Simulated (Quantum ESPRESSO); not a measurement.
MgS: equation of state with r2SCAN

Crystal: MgS.

```
CELL_PARAMETERS angstrom
0.00000 2.83312 2.83312
2.83312 0.00000 2.83312
2.83312 2.83312 0.00000
ATOMIC_POSITIONS crystal
S 0.25000 0.25000 0.25000
Mg 0.00000 0.00000 0.00000
```

The cell comes from a database or a generator and needn't be the stable form of this composition.

| Item | Value |
| --- | --- |
| Program | Quantum ESPRESSO 7.5 |
| Task | equation of state |
| Functional | r2SCAN |
| Potentials or basis | SG15 PBE 1.2 |
| Cutoff | 952 eV |
| Density cutoff | 3810 eV |
| k mesh | 6 × 6 × 6 |
| Occupations | fermi-dirac, width 0.05 eV |
| Spin | no spin polarisation |
| Symmetry | off |
| Mixing beta | 0.5 |
| Most SCF iterations | 120 |
| SCF threshold | 1e-08 Ry |

- Equilibrium volume: 22.91 Å³/atom
- Bulk modulus: 59 GPa
- Pressure derivative of the bulk modulus: 4.0

Energy against volume, from the lowest point:
```csv
volume (Å³/atom),energy (meV/atom)
21.376,21.02
21.831,9.96
22.285,3.06
22.740,0.00
23.195,0.44
23.650,3.99
24.105,10.37
```

All runs of the series together: 29 min on 2 threads of Intel(R) Xeon(R) Platinum 8175M CPU @ 2.50GHz (Skylake/Cascade Lake) (shared host).

Caveat: the potentials were made for another functional, which shifts forces and pressure.
